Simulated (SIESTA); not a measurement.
**PbS (Galena): relaxation of cell and atoms with PBE**

The system is PbS (Galena).

```
Pb S
1.0
     0.00000    2.96575    2.96575
     2.96575    0.00000    2.96575
     2.96575    2.96575    0.00000
Pb S
1 1
Direct
  0.00000 0.00000 0.00000
  0.50000 0.50000 0.50000
```

* Program: SIESTA 5.4.2
* Task: relaxation of cell and atoms
* Functional: PBE
* Potentials or basis: PseudoDojo 0.4 standard (PBE files)
* Basis: SZ (energy shift 0.01 Ry)
* Grid cutoff: 500 Ry
* Energy shift: 0.01 Ry
* k mesh: 8 × 8 × 8
* Occupations: fermi-dirac, width 0.05 eV
* Spin: no spin polarisation
* optimiser: Broyden
* force tolerance: 0.04 eV/Å

```json
{
 "Relaxed volume": "26.99 Å³/atom",
 "Relaxed cell": "a = 4.242 Å, b = 4.242 Å, c = 4.242 Å, α = 60.00°, β = 60.00°, γ = 60.00°",
 "Space group after relaxing (to 0.05 Å)": "Fm-3m (No. 225)",
 "Energy gained by relaxing": "7.8 meV/atom",
 "Ionic steps": "3",
 "Pressure after relaxing": "0.1 GPa",
 "Band gap on the k mesh": "0.52 eV, direct",
 "Hirshfeld charges": "Pb +0.28; S -0.28 e",
 "Voronoi charges": "Pb +0.34; S -0.34 e"
}
```

The path:
| step | energy change (eV) | largest force (eV/Å) | pressure (GPa) | volume (Å³) |
| --- | --- | --- | --- | --- |
| 1 | 0.0000 | 0.0000 | 2.73 | 52.17 |
| 2 | -0.0019 | 0.0000 | 2.55 | 52.29 |
| 3 | -0.0157 | 0.0000 | 0.10 | 53.98 |

Final structure:
```
CELL_PARAMETERS angstrom
0.00006 2.99969 2.99969
2.99969 0.00006 2.99969
2.99969 2.99969 0.00006
ATOMIC_POSITIONS crystal
Pb 0.00000 0.00000 0.00000
S 0.50000 0.50000 0.50000
```

It took 7.8 s on 1 thread of Arm Neoverse V2 (shared host), peak memory 0.16 GiB.

Caveat: the basis has no polarisation orbitals; spin-orbit coupling is left out, which as a rule narrows the gap of such compounds by several tenths of an eV; the basis of atomic orbitals isn't converged, which shifts pressures, moduli and gaps. A k mesh can miss the band edges.
